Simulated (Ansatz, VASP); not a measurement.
# GaN in two plane-wave programs

Wanted: the spread between two codes on one cell, functional and k mesh.

Calculated with Ansatz 0.2.0; plane waves, with VASP 6.6.1 beside it; band structure at HSEsol.

The database entry behind the starting cell differs from later determinations by our own check (about 0.3 % short, ideal inner coordinate), so it need not match the best structure at ambient conditions.

## 1. The structure

Symmetry: P6_3mc, No. 186, hexagonal system. Conventional cell: a = 3.180 Å, b = 3.180 Å, c = 5.166 Å, α = 90.00°, β = 90.00°, γ = 120.00°. Nearest to Ga lie 4 N at 1.94 to 1.95 Å. N has 4 Ga at 1.94 to 1.95 Å nearest. Farther neighbours and most contacts between anions are not listed.

As a file:

```xyz
4
Lattice="3.1800 0.0000 0.0000 -1.5900 2.7540 0.0000 0.0000 0.0000 5.1660" Properties=species:S:1:pos:R:3 pbc="T T T"
Ga    0.0000    1.8360    0.0000
Ga    1.5900    0.9180    2.5830
N     0.0000    1.8360    1.9373
N     1.5900    0.9180    4.5203
```

## 2. VASP: band structure, HSEsol

The same path points are solved in both programs, so levels can be compared one by one.

Lines of VASP's logs that name or quote its potential files are left out, and so is its time.

The run reads the wave functions of an earlier VASP run, which isn't shown here.

Input file INCAR:

```
SYSTEM = GaN
PREC = Accurate
ENCUT = 520
EDIFF = 1E-06
NELM = 100
ISMEAR = 0
SIGMA = 0.02
LREAL = .FALSE.
ALGO = Normal
LHFCALC = .TRUE.
AEXX = 0.25
GGA = PS
HFSCREEN = 0.2
LASPH = .TRUE.
NBANDS = 24
PRECFOCK = Fast
LORBIT = 11
LWAVE = .FALSE.
LCHARG = .FALSE.
KPAR = 8
```

Input file POSCAR:

```
GaN
1.0
    3.1800000000      0.0000000000      0.0000000000
   -1.5900000000      2.7539607840      0.0000000000
    0.0000000000      0.0000000000      5.1660000000
Ga N
2 2
Direct
    0.3333333333      0.6666666667      0.0000000000
    0.6666666667      0.3333333333      0.5000000000
    0.3333333333      0.6666666667      0.3750000000
    0.6666666667      0.3333333333      0.8750000000
```

Input file KPOINTS:

```
Automatic mesh
0
Gamma
5 5 3
0 0 0
```

Input file KPOINTS_OPT:

```
Line mode
6
Line-mode
Reciprocal
  0.00000000   0.00000000   0.00000000 GAMMA
  0.50000000   0.00000000   0.00000000 M

  0.50000000   0.00000000   0.00000000 M
  0.33333333   0.33333333   0.00000000 K

  0.33333333   0.33333333   0.00000000 K
  0.00000000   0.00000000   0.00000000 GAMMA

  0.00000000   0.00000000   0.00000000 GAMMA
  0.00000000   0.00000000   0.50000000 A

  0.00000000   0.00000000   0.50000000 A
  0.50000000   0.00000000   0.50000000 L

  0.50000000   0.00000000   0.50000000 L
  0.33333333   0.33333333   0.50000000 H

  0.33333333   0.33333333   0.50000000 H
  0.00000000   0.00000000   0.50000000 A

  0.50000000   0.00000000   0.50000000 L
  0.50000000   0.00000000   0.00000000 M

  0.33333333   0.33333333   0.00000000 K
  0.33333333   0.33333333   0.50000000 H
```

PAW data sets: Ga_d and N (PBE family, release 64).

On the command line:

```bash
mpirun -np 8 vasp_std
```

Numbers of over 12 decimals in the logs are rounded to 6 here.

Output:

```text
[banner, memory and clock lines left out]
running    8 mpi-ranks, on    1 nodes
 distrk:  each k-point on    1 cores,    8 groups
 distr:  one band on    1 cores,    1 groups

 POSCAR found type information on POSCAR GaN
 POSCAR found :  2 types and       4 ions
|                                                                             |
|           W    W    AA    RRRRR   N    N  II  N    N   GGGG   !!!           |
|           W    W   A  A   R    R  NN   N  II  NN   N  G    G  !!!           |
|           W    W  A    A  R    R  N N  N  II  N N  N  G       !!!           |
|           W WW W  AAAAAA  RRRRR   N  N N  II  N  N N  G  GGG   !            |
|           WW  WW  A    A  R   R   N   NN  II  N   NN  G    G                |
|           W    W  A    A  R    R  N    N  II  N    N   GGGG   !!!           |
|                                                                             |
|     For optimal performance we recommend to set                             |
|       NCORE = 2 up to number-of-cores-per-socket                            |
|     NCORE specifies how many cores store one orbital (NPAR=cpu/NCORE).      |
|     This setting can greatly improve the performance of VASP for DFT.       |
|     The default, NCORE=1 might be grossly inefficient on modern             |
|     multi-core architectures or massively parallel machines. Do your        |
|     Unfortunately you need to use the default for GW and RPA                |
|     calculations (for HF NCORE is supported but not extensively tested      |
|     yet).                                                                   |
|                                                                             |

|                                                                             |
|               ----> ADVICE to this user running VASP <----                  |
|                                                                             |
|     You enforced a specific xc type in the INCAR file but a different       |
|     [... a line on the potential file left out ...]
|     I HOPE YOU KNOW WHAT YOU ARE DOING!                                     |
|                                                                             |

 LDA part: xc-table for (Slater+PW92), standard interpolation
 found WAVECAR, reading the header
 POSCAR, INCAR and KPOINTS ok, starting setup
 FFT: planning ... GRIDC
 FFT: planning ... GRID_SOFT
 FFT: planning ... GRID
 reading WAVECAR
 the WAVECAR file was read successfully
 initial charge from wavefunction
 entering main loop
       N       E                     dE             d eps       ncg     rms          rms(c)
DAV:   1    -0.309264236506E+02   -0.30926E+02   -0.10793E+00   720   0.281E+01    0.777E-01
DAV:   2    -0.309257810835E+02    0.64257E-03   -0.13003E-01   744   0.719E+00    0.586E-01
DAV:   3    -0.309242984103E+02    0.14827E-02   -0.16389E-02   864   0.247E+00    0.304E-01
DAV:   4    -0.309241627452E+02    0.13567E-03   -0.38969E-03   568   0.529E-01    0.127E-01
DAV:   5    -0.309239728967E+02    0.18985E-03   -0.19622E-04   600   0.172E-01    0.728E-02
DAV:   6    -0.309239228618E+02    0.50035E-04   -0.70676E-05   632   0.661E-02    0.441E-02
DAV:   7    -0.309239039814E+02    0.18880E-04   -0.89713E-06   552   0.272E-02    0.264E-02
DAV:   8    -0.309238966168E+02    0.73647E-05   -0.24826E-06   456   0.127E-02    0.155E-02
DAV:   9    -0.309238938958E+02    0.27209E-05   -0.91878E-07   272   0.926E-03    0.950E-03
DAV:  10    -0.309238928552E+02    0.10407E-05   -0.52945E-07   264   0.691E-03    0.609E-03
DAV:  11    -0.309238924165E+02    0.43864E-06   -0.14323E-07   256   0.491E-03
   1 F= -.30923892E+02 E0= -.30923892E+02  d E =-.125655E-11
 Start KPOINTS_OPT (optional k-point list driver)
k-point batch [1-10\54]
       N       E                     dE             ncg
DAV:   1     0.866488074626E+03   -0.86421E+04      528
DAV:   2    -0.207277103379E+04   -0.29393E+04      496
DAV:   3    -0.244680983036E+04   -0.37404E+03      584
DAV:   4    -0.246471889285E+04   -0.17909E+02      664
DAV:   5    -0.246502301993E+04   -0.30413E+00      624
DAV:   6    -0.246503021238E+04   -0.71925E-02      736
DAV:   7    -0.246503034446E+04   -0.13208E-03      600
DAV:   8    -0.246503034749E+04   -0.30283E-05      528
DAV:   9    -0.246503034764E+04   -0.15245E-06      408
[...]
k-point batch [51-54\54]
       N       E                     dE             ncg
DAV:   1     0.894075709564E+04   -0.59625E+04      200
DAV:   2     0.776827273156E+04   -0.11725E+04      200
DAV:   3     0.762107786720E+04   -0.14719E+03      248
DAV:   4     0.761499484633E+04   -0.60830E+01      232
DAV:   5     0.761488640938E+04   -0.10844E+00      256
DAV:   6     0.761488273903E+04   -0.36704E-02      272
DAV:   7     0.761488269485E+04   -0.44180E-04      216
DAV:   8     0.761488269443E+04   -0.41501E-06      184
```

From OUTCAR (step 2):

```text
ion  position               nearest neighbor table
   1  0.333  0.667  0.000-   3 1.94   4 1.95   4 1.95   4 1.95
   2  0.667  0.333  0.500-   4 1.94   3 1.95   3 1.95   3 1.95
   3  0.333  0.667  0.375-   1 1.94   2 1.95   2 1.95   2 1.95
   4  0.667  0.333  0.875-   2 1.94   1 1.95   1 1.95   1 1.95

  LATTYP: Found a hexagonal cell.
 ALAT       =     3.1800000000
 C/A-ratio  =     1.6245283019

 Subroutine GETGRP returns: Found 12 space group operations
 (whereof  6 operations were pure point group operations)

The static configuration has the point symmetry C_3v.
 The point group associated with its full space group is C_6v.

 Found     10 irreducible k-points:

   k-points           NKPTS =     10   k-points in BZ     NKDIM =     75   number of bands    NBANDS=     24

   dimension x,y,z NGX =    24 NGY =   24 NGZ =   40
   dimension x,y,z NGXF=    48 NGYF=   48 NGZF=   80

   ENCUT  =  520.0 eV  38.22 Ry    6.18 a.u.   5.91  5.91  9.61*2*pi/ulx,y,z

   NELECT =      36.0000    total number of electrons

 k-points in reciprocal lattice and weights: Automatic mesh
   0.00000000  0.00000000  0.00000000       0.013
   0.20000000  0.00000000  0.00000000       0.080
   0.40000000  0.00000000  0.00000000       0.080
   0.20000000  0.20000000  0.00000000       0.080
   0.40000000  0.20000000  0.00000000       0.080
   0.00000000  0.00000000  0.33333333       0.027
   0.20000000  0.00000000  0.33333333       0.160
   0.40000000  0.00000000  0.33333333       0.160
   0.20000000  0.20000000  0.33333333       0.160
   0.40000000  0.20000000  0.33333333       0.160

  exchange ACFDT corr.  =         0.00000000  see jH, gK, PRB 81, 115126

 average (electrostatic) potential at core
       1 -56.2349       2 -56.2349       3 -56.9220       4 -56.9220

 E-fermi :   4.5919

 k-point     1 :       0.0000    0.0000    0.0000
  band No.  band energies     occupation
    ...
     14       3.3433      2.00000
     15       3.3434      2.00000
     16       4.4450      2.00000
     17       4.5041      2.00000
     18       4.5041      2.00000
     19       7.7339      0.00000
     20      10.1947      0.00000
     21      15.4752      0.00000
     22      15.9348      0.00000
     23      15.9348      0.00000
    ...

 k-point     2 :       0.2000    0.0000    0.0000
  band No.  band energies     occupation
    ...
     14       0.9764      2.00000
     15       2.2066      2.00000
     16       2.5973      2.00000
     17       3.9805      2.00000
     18       4.1400      2.00000
     19       9.6740      0.00000
     20      11.8103      0.00000
     21      13.8227      0.00000
     22      14.7601      0.00000
     23      16.4764      0.00000
    ...

 k-point     3 :       0.4000    0.0000    0.0000
  band No.  band energies     occupation
    ...
     14      -0.9352      2.00000
     15      -0.2831      2.00000
     16       1.6292      2.00000
     17       2.5530      2.00000
     18       3.5294      2.00000
     19      10.8213      0.00000
     20      11.5915      0.00000
     21      12.1048      0.00000
     22      14.8425      0.00000
     23      16.4976      0.00000
    ...

  energy-cutoff  :      520.00
  volume of cell :       45.24
      direct lattice vectors                 reciprocal lattice vectors
     3.180000000  0.000000000  0.000000000     0.314465409  0.181556688  0.000000000
    -1.590000000  2.753960784  0.000000000     0.000000000  0.363113377  0.000000000
     0.000000000  0.000000000  5.166000000     0.000000000  0.000000000  0.193573364

 POSITION                                       TOTAL-FORCE (eV/Angst)
 -----------------------------------------------------------------------------------
     -0.00000      1.83597      0.00000         0.000000      0.000000     -0.150056
      1.59000      0.91799      2.58300        -0.000000     -0.000000     -0.150056
     -0.00000      1.83597      1.93725        -0.000000      0.000000      0.150056
      1.59000      0.91799      4.52025         0.000000      0.000000      0.150056
 -----------------------------------------------------------------------------------
    total drift:                               -0.000002     -0.000002     -0.000178

  FREE ENERGIE OF THE ION-ELECTRON SYSTEM (eV)
  ---------------------------------------------------
  free  energy   TOTEN  =       -30.9238924165 eV

  energy  without entropy=      -30.9238924165  energy(sigma->0) =      -30.92389242

 total charge
# of ion       s       p       d       tot
------------------------------------------
    1        0.756   0.906  10.208  11.870
    2        0.756   0.906  10.208  11.870
    3        1.215   2.541   0.000   3.756
    4        1.215   2.541   0.000   3.756
--------------------------------------------------
tot          3.943   6.895  20.415  31.253

[... 3 further parts left out ...]
```

Spin-orbit coupling is off here; it would split degenerate levels.

(Continued in part 2 of 2.)

[Lines on the potential files, build, host, timing and source positions are cut from VASP's logs without a mark.]

[Logs are printed without paths, hosts, clocks, repeated set-up lines and the standing remarks that a program may print on its own settings, such as how far it seeks lower states.]

[Hosts, paths, dates, database ids (printed as entryN), source tags and the programs' standing remarks are cut or masked in the printed files.]
